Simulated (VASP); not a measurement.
Energy against volume of NaBr (rock salt). Method: PBE GGA, VASP's PBE PAW potentials (set 64) (plane waves; VASP). Run with 520 eV cut-off, 8×8×8 Γ-centred mesh, Gaussian smearing of 0.050 eV, potentials Na_pv Br.

```json
[
 {"V (Å³/atom)": "26.684", "E (eV/atom)": "-3.05862"},
 {"V (Å³/atom)": "27.509", "E (eV/atom)": "-3.06019"},
 {"V (Å³/atom)": "28.335", "E (eV/atom)": "-3.05875"},
 {"V (Å³/atom)": "29.160", "E (eV/atom)": "-3.05478"}
]
```

**Question.** Fit these four points and predict the energy of the run at 25.859 Å³/atom.

**Answer.** A cubic in V^(−2/3), the third-order Birch-Murnaghan form, passes through the four points with V0 = 27.50 Å³/atom and B0 = 19 GPa, and gives -3.0535 eV/atom there. The run gave -3.0535 eV/atom, -0.0 meV/atom from the fit; all five points give B0 = 19 GPa.

The compound is NaBr in the rock salt structure. It was relaxed first.
